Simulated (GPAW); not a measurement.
Input of a GPAW 26.7.0 run:

Contents of run.py:

```python
from ase.dft.bandgap import bandgap
from ase.io import read, write
from ase.units import GPa
from gpaw import GPAW, PW

atoms = read('Bi.xyz')

calc = GPAW(mode=PW(450),
            xc='PBE',
            kpts={'size': (8, 8, 8), 'gamma': True},
            occupations={'name': 'fermi-dirac', 'width': 0.05},
            nbands=15,
            maxiter=120,
            txt='gpaw.txt')
atoms.calc = calc
energy = atoms.get_potential_energy()
forces = atoms.get_forces()
stress = atoms.get_stress()
calc.write('gs.gpw')
write('result.traj', atoms)
print(f'Energy: {energy:.6f} eV')
print('Forces (eV/A):')
print(forces.round(4))
print('Stress (GPa):', (stress / GPa).round(3))
print('Fermi level:', round(calc.get_fermi_level(), 4), 'eV')
print(f'Gap: {bandgap(calc)[0]:.4f} eV, direct: {bandgap(calc, direct=True)[0]:.4f} eV')
```

Bi.xyz

```xyz
1
Lattice="-1.9814305318 1.9814305318 1.9814305318 1.9814305318 -1.9814305318 1.9814305318 1.9814305318 1.9814305318 -1.9814305318" Properties=species:S:1:pos:R:3 pbc="T T T"
Bi     0.0000000000      0.0000000000      0.0000000000
```

Potentials or basis: GPAW PAW data sets (gpaw-data 1.2.1), pw.

Run with:

```bash
$ OMP_NUM_THREADS=1 python run.py
```

(1) What does it give for the pressure?

(2) Estimate the band gap on the k mesh.

Answers

(1) 0.1 GPa.

(2) none (metal or under the smearing width).

Caveat: the cutoff is short for stress and forces, so pressures can be off by a GPa or more; spin-orbit coupling is left out, which moves the levels of the heavy elements.
